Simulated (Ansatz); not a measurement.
## ZrO2: strain energy, fitted

ZrO2, Fm-3m, a = 5.064 Å. This isn't the usual stable structure of the compound. Ansatz: PBEsol, PAW, 420 eV, Γ-centred 6×6×6 mesh on 6 atoms, Gaussian smearing 0.02 eV; no spin polarisation. Series: equal strain along all axes, cell held, atoms fixed by symmetry; x is the strain in per cent. y is the free energy over the unstrained cell, V0 = 10.822 Å³/atom.

```
x (%) y (meV/atom)
 -4.5             ?
 -3.0         76.82
 -1.5         18.24
  0.0          0.00
  1.5         16.58
  3.0         63.39
  4.5        136.10
```

Fit y = c2 x² + c3 x³ to the other rows, turn c2 into a modulus, and predict the missing energy.

Least squares on the rows shown. y = 7.8006 x² − 0.24124 x³. In eV per unit strain² c2 is 78.01; the stiffness is B for this strain (E = 9/2 B V0 ε², shape held): 2 × 78.01 × 160.2 / (9 × 10.822) = 257 GPa. At x = -4.5 the fit asked for gives 179.95 meV/atom. The run gave 181.59 meV/atom, so the fit is 1.64 meV/atom too low, 0.9 % of the span of the series, against an rms of 0.18 meV/atom on the fitted rows. The row lies outside the fitted range. With a term in x⁴ added, a fit to the same known rows predicts 181.48 meV/atom, so most of the miss is curvature that the known rows already hold.